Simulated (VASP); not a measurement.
Input of a VASP 6.6.1 run:

File INCAR:

```
SYSTEM = H18CO10
ALGO = Normal
EDIFF = 1E-7
ENCUT = 520
GGA = PE
ISIF = 2
ISMEAR = -1
LASPH = .TRUE.
LCHARG = .FALSE.
LREAL = Auto
LWAVE = .FALSE.
NBANDS = 61
NELM = 100
PREC = Accurate
SIGMA = 0.02
```

Contents of KPOINTS:

```
k-points
0
G
  1 1 1
  0 0 0
```

POSCAR

```
H18CO10
1.0
    6.7165700000      0.0000000000      0.0000000000
    0.0000000000      6.7165700000      0.0000000000
    0.0000000000      0.0000000000      6.7165700000
O H C
10 18 1
Direct
    0.4158819159      0.9227477716      0.8588758846
    0.8847075218      0.8396398757      0.4609495621
    0.6931365265      0.4995406882      0.5982071206
    0.2943913337      0.5387571335      0.0881997805
    0.1073166810      0.0819614774      0.6987495105
    0.3601540667      0.9753043592      0.2485345943
    0.7127596377      0.1540965106      0.8156693074
    0.2855475339      0.4732326172      0.4862898771
    0.7390974858      0.1585035219      0.3510422731
    1.0244961342      0.1662157917      0.1656500267
    0.5185980344      1.0201933427      0.8144931118
    0.4066956795      0.9534330767      1.0017017615
    0.9833441772      0.9015762510      0.5571296063
    0.8202549813      0.7289732706      0.5233028168
    0.5640378943      0.5476455989      0.5502362069
    0.6884615213      0.3554492844      0.5354667635
    0.3372108085      0.6277162302     -0.0174196055
    0.2271397454      0.4156883647      0.0448443179
    0.1374064441      0.1976306359      0.6147334130
    0.2363259819      0.0180895904      0.7638571473
    0.4397035987      1.0693255635      0.3127786951
    0.2186830480      1.0184811593      0.2603561044
    0.7228540758      0.2998107665      0.8059917488
    0.8518931538      0.1014505916      0.8098478837
    0.2566786321      0.5972095876      0.5646334364
    0.3048877627      0.5214566363      0.3375383566
    0.7792519098      0.0091117937      0.4069338963
    0.8279672511      0.3878467730      0.1580866424
    0.8613027185      0.2366981957      0.2144100337
```

Potentials or basis: VASP PAW PBE potentials, release 64 (O, H, C).

The run is started by

```console
$ cat potpaw_PBE.64/O/POTCAR potpaw_PBE.64/H/POTCAR potpaw_PBE.64/C/POTCAR > POTCAR
$ mpirun -np 1 vasp_gam > vasp.out
```

Question: Estimate the band gap on the k mesh.

Answer: 4.96 eV, direct.

Question: Predict the largest force.

Answer: 2.381 eV/Å.

Stress tensor (GPa, compression positive):
```
 0.73 -0.12  0.50
-0.12 -2.20  0.34
 0.50  0.34  0.18
```

Caveat: the standard files for N, O and F lose accuracy on very short bonds. Expect the measured gap to be larger: semilocal functionals such as PBE lack the derivative discontinuity.
